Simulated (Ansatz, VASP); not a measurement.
Two plane-wave programs on AlNi

File INCAR:

```
SYSTEM = AlNi
PREC = Accurate ; ENCUT = 520
EDIFF = 1E-7 ; ISMEAR = 0
SIGMA = 0.15 ; LREAL = .False.
LASPH = .True. ; NELM = 100
ALGO = Normal ; ISIF = 2
LWAVE = .False. ; LCHARG = .True.
GGA = PS ; LELF = .True.
LVHAR = .True. ; NBANDS = 14
```

Contents of KPOINTS:

```
Automatic mesh
0
Gamma
  18 18 18
  0 0 0
```

POSCAR

```
AlNi
1.0
    2.8810000000      0.0000000000      0.0000000000
    0.0000000000      2.8810000000      0.0000000000
    0.0000000000      0.0000000000      2.8810000000
Al Ni
1 1
Direct
    0.0000000000      0.0000000000      0.0000000000
    0.5000000000      0.5000000000      0.5000000000
```

Input for Ansatz:

```yaml
crystal:
  lattice:
    - [2.881, 0.0, 0.0]
    - [0.0, 2.881, 0.0]
    - [0.0, 0.0, 2.881]
  atoms:
    - { symbol: Al, position: [0.0, 0.0, 0.0] }
    - { symbol: Ni, position: [0.5, 0.5, 0.5] }
basis:
  ecutwfc: 420
kpoints:
  mp_grid: { grid: [18, 18, 18] }
hamiltonian:
  xc: pbesol
scf:
  occupations: { method: gaussian, width: 0.15 }
output:
  forces: true
  stress: true
  eigenvalues: true
```

Alike in both runs: task single point; functional PBEsol; k mesh 18 × 18 × 18; occupations gaussian, width 0.15 eV; no spin polarisation.

|  | VASP | Ansatz |
| --- | --- | --- |
| version | VASP 6.6.1 | Ansatz 0.2.0 |
| potentials or method | VASP PAW PBE potentials, release 64 (Al, Ni) | scalar-relativistic, plane waves, PAW |
| plane-wave cutoff (eV) | 520 | 420 |
| valence electrons in the cell | 13 | 21 |

|  | VASP | Ansatz | Ansatz less VASP |
| --- | --- | --- | --- |
| gap on the k mesh at the Fermi level (eV) | none | none | - |
| pressure (GPa) | -3.1 | -3.2 | -0.13 |

A gap of «none» marks a metal or a gap that the smearing closes. The two sets of potentials don't hold the same shells in valence.

Caveats: the PAW data sets were made with another functional, which shifts forces and pressure a little (VASP). Spin polarisation is off, so any magnetic state and its effect on volume and gap are missing.
